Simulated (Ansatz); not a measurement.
Wurtzite SiC, relaxed with r2SCAN. Space group P6_3mc (No. 186), hexagonal; conventional cell a = 3.075 Å, c = 5.048 Å, 10.34 Å³ an atom. Around Si lie 4 C at 1.88–1.90 Å; around C lie 4 Si at 1.88–1.90 Å.

```xyz
4
Lattice="3.0754 0.0000 0.0000 -1.5377 2.6633 0.0000 0.0000 0.0000 5.0481" Properties=species:S:1:pos:R:3 pbc="T T T"
Si    0.0000    1.7756   -0.0021
Si    1.5377    0.8878    2.5220
C     0.0000    1.7756    1.8951
C     1.5377    0.8878    4.4192
```

The questions ask for values computed with Ansatz on this geometry. Calculated for a static, non-magnetic cell.

Given (12×12×6 mesh): PBE gives an indirect gap of 2.28 eV, from Γ to K; the least direct gap is 3.98 eV at M.

**Question.** How does the gap change from PBE to r2SCAN (12×12×6)?

**Answer.** r2SCAN gives an indirect gap of 2.65 eV, from Γ to K; the least direct gap is 4.48 eV at M. The gap differs by +0.37 eV from PBE's.

**Question.** Estimate the gap with HSE06 on 6×6×4.

**Answer.** The HSE06 gap is indirect, 3.16 eV (Γ to K), below the direct gap of 5.06 eV at M. The gap differs by +0.88 eV from PBE's.

**Question.** Estimate the gap with PBE0 on 6×6×4.

**Answer.** With PBE0 the valence top lies at Γ and the conduction bottom at K, 3.88 eV higher; the smallest vertical gap, at M, is 5.80 eV. The gap differs by +1.60 eV from PBE's.

**Question.** What does G0W0@PBE with 123 empty bands, a screening cutoff of 120 eV and a 6×6×4 mesh give?

**Answer.** 2.99 eV (PBE's gap over the path plus the quasiparticle shift read on the mesh). The quasiparticle gap on this mesh is 2.99 eV (Γ to K), against 2.27 eV from PBE: +0.72 eV. Renormalisation factors Z lie between 0.76 and 0.82. No extrapolation in bands, cutoff or mesh was made for G0W0.

**Question.** What do these levels agree on?

**Answer.** Set against the finite-basis gap of 2.99 eV from G0W0@PBE (123 empty bands, 120 eV, 6×6×4), the closest functional is HSE06, which differs by +0.17 eV, at about 6 times r2SCAN's rough cost; G0W0 itself took about 9 times r2SCAN's rough cost. The others: r2SCAN -0.34, PBE -0.71, PBE0 +0.89 eV. The yardstick's own error is a tenth of an eV or more. r2SCAN covers 42 % of the step from PBE to HSE06, while HSE06 needs about 6 times r2SCAN's rough cost (on a coarser mesh). All these functionals give a gap of the same kind, indirect.
